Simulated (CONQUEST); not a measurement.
## GaAs under changes of volume

One of the cells (22.590 Å³/atom); the others are scaled copies at fixed shape and fractional positions:

```
As Ga
1.0
     3.99777    0.00000    0.00000
     0.00000    3.99777    0.00000
     0.00000    0.00000    5.65370
As Ga
2 2
Direct
  0.00000 0.50000 0.25000
  0.50000 0.00000 0.75000
  0.00000 0.00000 0.00000
  0.50000 0.50000 0.50000
```

- Program: CONQUEST 1.3
- Functional: PBE
- Potentials or basis: PseudoDojo NC PBE, DZ, grid of 40 × 40 × 60 points
- k mesh: 7 × 7 × 5
- Occupations: fermi-dirac, width 0.05 eV
- Spin: no spin polarisation

| volume (Å³/atom) | energy over the lowest point (meV/atom) | pressure (GPa) | gap on the mesh (eV) |
| --- | --- | --- | --- |
| 21.234 | ? | ? | ? |
| 21.686 | 52.58 | 8.1 | 0.82 |
| 22.138 | 32.72 | 6.0 | 0.65 |
| 22.590 | 18.71 | 4.1 | 0.49 |
| 23.041 | 8.97 | 2.9 | 0.33 |
| 23.493 | 2.64 | 1.7 | 0.19 |
| 23.945 | 0.00 | 0.3 | none |

Task: What does the run at 21.234 Å³/atom give?

Result: Energy over the lowest point 78.32 meV/atom; pressure 10.1 GPa; gap on the mesh 0.99 eV.

Worked out: A Birch-Murnaghan fit of order 3 (a polynomial in V^(-2/3)) to the other rows has its minimum at 24.23 Å³/atom, just outside them, with B0 = V·E''(V) = 43 GPa (rough, since the energies scatter). It gives 78.55 meV/atom at 21.234 Å³/atom, against the run's 78.32, and -dE/dV = 10.5 GPa, against 10.1.

Energies are extrapolated to zero smearing.

Caveats: the atomic basis is small; the basis of atomic orbitals isn't converged, which shifts pressures, moduli and gaps; an odd mesh through Γ misses points on the zone boundary, where band edges often lie (some runs); the real-space grid breaks the cell's symmetry a little (some runs). Spin-orbit coupling on As, Ga is left out.

A gap of «none» marks a metal or a gap under the smearing width.
